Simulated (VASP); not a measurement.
Wanted: the native input for a VASP 6.6.1 run.

```yaml
Task: single point
Functional: PBE
Potentials_or_basis: VASP PAW PBE potentials, release 64 (Ti_sv)
Cutoff: 520 eV
k_mesh: 11 × 11 × 11
Occupations: fermi-dirac, width 0.05 eV
Spin: no spin polarisation
Dipole_correction: no
Further_INCAR_settings: ALGO = Fast; EDIFF = 1e-06; NBANDS = 12
```

The structure of Ti lies in POSCAR:

```
Ti
1.0
    0.0000000000      2.0698140295      2.0698140295
    2.0698140295      0.0000000000      2.0698140295
    2.0698140295      2.0698140295      0.0000000000
Ti
1
Direct
    0.0000000000      0.0000000000      0.0000000000
```

This isn't the form of Ti at room conditions, which is hcp.

The cell isn't the ideal one: volume scaled by 1.06.

The input as run:

INCAR

```
SYSTEM = Ti
PREC = Accurate
ENCUT = 520
EDIFF = 1E-6
ISMEAR = -1
SIGMA = 0.05
LREAL = .False.
LASPH = .True.
NELM = 100
ALGO = Fast
ISIF = 2
LWAVE = .False.
LCHARG = .False.
GGA = PE
NBANDS = 12
```

KPOINTS

```
regular mesh
0
Gamma
  11 11 11
  0 0 0
```

Potentials or basis: VASP PAW PBE potentials, release 64 (Ti_sv).

Launch:

```console
$ cat potpaw_PBE.64/Ti_sv/POTCAR > POTCAR
$ mpirun -np 1 vasp_std > vasp.out
```

It gave:

```yaml
Pressure: -2.5 GPa
Band_gap_on_the_k_mesh: none (metal or under the smearing width)
```

Wall time 16 s on 1 thread of Intel(R) Xeon(R) 6975P-C (Granite Rapids), on a shared host, peak memory 0.13 GiB.
